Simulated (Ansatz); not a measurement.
Crystal: ZnCu2SnS4.

```
Sn Zn Cu S
1.0
    -2.71710    2.71710    5.42480
     2.71710   -2.71710    5.42480
     2.71710    2.71710   -5.42480
Sn Zn Cu S
1 1 2 4
Direct
  0.50000 0.50000 0.00000
  0.25000 0.75000 0.50000
  0.75000 0.25000 0.50000
  0.00000 0.00000 0.00000
  0.62799 0.62839 0.51280
  0.88481 0.37201 0.00040
  0.11559 0.11519 0.48720
  0.37161 0.88441 0.99960
```

Base run:

```yaml
Program: Ansatz 0.2.0
Functional: PBE
Potentials_or_basis: all-electron LAPW, scalar-relativistic
Cutoff: 260 eV
Density_cutoff: 1041 eV
Basis_error_allowed: 0.002 eV/atom
k_mesh: 7 × 7 × 7
Occupations: fermi-dirac, width 0.05 eV
Spin: no spin polarisation
```

Its results: band gap on the k mesh 0.29 eV, direct; pressure 2.1 GPa; largest force 0.614 eV/Å.

**Question.** The run is repeated on the same cell with these changes: functional from PBE to LDA. What comes out?

**Answer.** Band gap on the k mesh 0.19 eV, direct; pressure -4.1 GPa; largest force 0.683 eV/Å.

LDA binds more tightly than PBE, so the same cell stands under less pressure.

Caveats: spin-orbit coupling is left out, which moves the levels of the heavy elements.

Not every run made on this cell is shown here.
